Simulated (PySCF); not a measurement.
Cost against size for one kind of job: PySCF, GIAO PBE0/pcSseg-1 NMR shielding, non-relativistic, gas phase; work: shieldings, charges and field gradients. Hardware: x86-64 server, one thread (shared host). Times come from a shared host and carry two figures at best.

```tsv
species (SMILES)	atoms	electrons	basis functions	SCF cycles	wall time
C[O-]	5	18	49	13	2.0 s
N#CCC#N	7	34	95	12	?
CCB(F)F	10	40	110	12	5.4 s
BC(B)C1CCC1	19	52	179	12	23 s
CP(C(F)(F)F)[Si](C)(C)C	22	98	244	13	37 s
COC1=COC=C(C(C)C)O1	23	84	247	15	57 s
```

**Question.** Estimate the withheld figures.

**Answer.** `N#CCC#N`: 3.4 s.

**Question.** With all rows, how does the wall time grow with the number of basis functions N?

**Answer.** A straight line through log(time) against log(N) has slope 2.1 between N = 49 and 247, and the rows scatter about it by a factor of about 1.5 (standard error of the fit). This is a fit to these rows, whose iteration counts differ, not the method's formal scaling.

**Question.** Which species took longest, and how many times the shortest run?

**Answer.** `COC1=COC=C(C(C)C)O1`, at 57 s: about 28 times the shortest (2.0 s).
